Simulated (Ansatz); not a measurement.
# BaO with and without relativity

```xyz
2
Lattice="0.0000 2.7867 2.7867 2.7867 0.0000 2.7867 2.7867 2.7867 0.0000" Properties=species:S:1:pos:R:3 pbc="T T T"
Ba    0.0000    0.0000    0.0000
O     2.7867    2.7867    2.7867
```

The cell comes from a relaxation on PAW files under the same functional, begun from a database entry that needn't be the ground state.

All-electron LAPW in Ansatz 0.2.0 under PBE, with a Γ-centred 9×9×9 k mesh, Fermi–Dirac smearing of 0.02 eV, no spin polarisation. The basis error target is 0.5 meV/atom. The same cell is solved at each level of relativity (Schrödinger's equation, the scalar-relativistic one, Dirac's), and each level may then relax the cell.

The elements are taken as Ba bcc, O O2 gas, each relaxed on PAW files under the same functional and computed by the same method as the compound; zero-point and thermal terms are left out. Formation energies keep the scalar-relativistic cells of compound and elements, so at the other levels neither side is at rest.

```tsv
level	P at the cell (GPa)	gap (eV)	ΔE(formation) at the fixed cells (eV/atom)	relaxed V (Å³/atom)
scalar-relativistic	0.02	2.10	-2.514	21.64
non-relativistic	?	1.80	-2.561	21.82
with spin–orbit coupling	0.00	2.06	–	–
```

(1) Give the missing entry: row "non-relativistic", column "P at the cell (GPa)".

(2) Does scalar relativity shrink or swell this crystal?

## Answers

(1) 0.56.

(2) It shrinks it by 0.8 % in volume against the non-relativistic cell.
